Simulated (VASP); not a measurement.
All values below come from PBE0 hybrid, VASP's PBE PAW potentials (set 64) (plane waves; VASP).

Input for VASP

### KPOINTS
```
Automatic mesh
0
Gamma
3 3 3
0 0 0
```

**INCAR**
```
SYSTEM = Li3N
PREC = Accurate
ENCUT = 400
EDIFF = 1E-6
NELM = 100
ALGO = Normal
LREAL = .FALSE.
LASPH = .TRUE.
ISMEAR = 0
SIGMA = 0.01
GGA = PE
AEXX = 0.25
HFRCUT = -1
LHFCALC = .TRUE.
PRECFOCK = Fast
ISYM = 3
LWAVE = .FALSE.
LCHARG = .FALSE.
ISIF = 2
```

### POSCAR
```
Li3N
1
    3.5295940000     0.0000000000     0.0000000000
   -1.7647970000     3.0567180000     0.0000000000
    0.0000000000     0.0000000000     3.7690670000
Li N
3 1
Direct
  0.0000000000   0.0000000000   0.5000000000
  0.3333330000   0.6666670000   0.0000000000
  0.6666670000   0.3333330000   0.0000000000
  0.0000000000   0.0000000000   0.0000000000
```

POTCAR, in this order: Li_sv N (PBE.64 set). Program: vasp_std.

Output

**OSZICAR**
```
       N       E                     dE             d eps       ncg     rms          rms(c)
DAV:   1     0.125050415873E+02    0.12505E+02   -0.56901E+03   132   0.116E+03
DAV:   2    -0.436930949937E+02   -0.56198E+02   -0.54727E+02   158   0.234E+02
DAV:   3    -0.528258296105E+02   -0.91327E+01   -0.91019E+01   242   0.676E+01
DAV:   4    -0.529623399785E+02   -0.13651E+00   -0.13650E+00   163   0.117E+01
DAV:   5    -0.242861608571E+02    0.28676E+02   -0.77952E-01   141   0.775E+00    0.109E+01
DAV:   6    -0.180570529621E+02    0.62291E+01   -0.21624E+01   135   0.257E+01    0.355E+00
DAV:   7    -0.192154160538E+02   -0.11584E+01   -0.49670E+00   171   0.105E+01    0.452E+00
DAV:   8    -0.189220711527E+02    0.29334E+00   -0.44808E-01   147   0.490E+00    0.190E+00
DAV:   9    -0.189096629442E+02    0.12408E-01   -0.36602E-01   141   0.347E+00    0.561E-01
DAV:  10    -0.189077358976E+02    0.19270E-02   -0.17987E-02   188   0.107E+00    0.364E-01
DAV:  11    -0.189019968426E+02    0.57391E-02   -0.18612E-02   153   0.651E-01    0.237E-01
DAV:  12    -0.189025649833E+02   -0.56814E-03   -0.34204E-03   188   0.279E-01    0.186E-01
DAV:  13    -0.189022718127E+02    0.29317E-03   -0.77329E-04   156   0.209E-01    0.958E-02
DAV:  14    -0.189022838071E+02   -0.11994E-04   -0.32868E-04   159   0.127E-01    0.595E-02
DAV:  15    -0.189022854351E+02   -0.16280E-05   -0.40764E-05   172   0.500E-02    0.407E-02
DAV:  16    -0.189022897842E+02   -0.43491E-05   -0.25997E-05   153   0.287E-02    0.269E-02
DAV:  17    -0.189022949813E+02   -0.51971E-05   -0.63322E-06   167   0.180E-02    0.180E-02
DAV:  18    -0.189022970474E+02   -0.20661E-05   -0.20959E-06   147   0.124E-02    0.116E-02
DAV:  19    -0.189022980405E+02   -0.99307E-06   -0.71506E-07    75   0.766E-03
   1 F= -.18902298E+02 E0= -.18902298E+02  d E =-.550744E-30
```

### OUTCAR
```
------------------------ aborting loop because EDIFF is reached ----------------------------------------
  FORCE on cell =-STRESS in cart. coord.  units (eV):
  Direction    XX          YY          ZZ          XY          YZ          ZX
  --------------------------------------------------------------------------------------
  Total       -0.8373055     -0.8373055     -0.7586958      0.0000000      0.0000000      0.0000000
  in kB      -32.9898661    -32.9898646    -29.8926388      0.0000000      0.0000000      0.0000000
  external PRESSURE =     -31.9574565 kB  Pullay stress =       0.0000000 kB
  volume of cell :       40.66
      direct lattice vectors                 reciprocal lattice vectors
     3.529594000  0.000000000  0.000000000     0.283318705  0.163574134  0.000000000
    -1.764797000  3.056718000  0.000000000     0.000000000  0.327148268  0.000000000
     0.000000000  0.000000000  3.769067000     0.000000000  0.000000000  0.265317650
 POSITION                                       TOTAL-FORCE (eV/Angst)
 -----------------------------------------------------------------------------------
      0.00000      0.00000      1.88453        -0.000000     -0.000000      0.000000
     -0.00000      2.03781      0.00000        -0.000000      0.000000      0.000000
      1.76480      1.01890      0.00000         0.000000     -0.000000     -0.000000
      0.00000      0.00000      0.00000        -0.000000     -0.000000      0.000000
 -----------------------------------------------------------------------------------
    total drift:                                0.000000      0.000001      0.000001
  FREE ENERGIE OF THE ION-ELECTRON SYSTEM (eV)
  ---------------------------------------------------
  free  energy   TOTEN  =       -18.9022980405 eV

  energy  without entropy=      -18.9022980405  energy(sigma->0) =      -18.90229804

  exchange ACFDT corr.  =         0.00000000  see jH, gK, PRB 81, 115126
```
(Selected blocks of OUTCAR.)

At this cut-off the stress carries a Pulay error, which pulls relaxed volumes low.

The structure comes from a computed database's Li3N entry; how it stands against other phases isn't given here. The cell was not relaxed at this level. The k-mesh is coarse (spacing up to 0.69 per Å, 2π included), so the numbers may not be converged in it. The run is one of a series of settings (KPOINTS 3×3×3 Γ-centred mesh against the base run), some of them coarse on purpose.
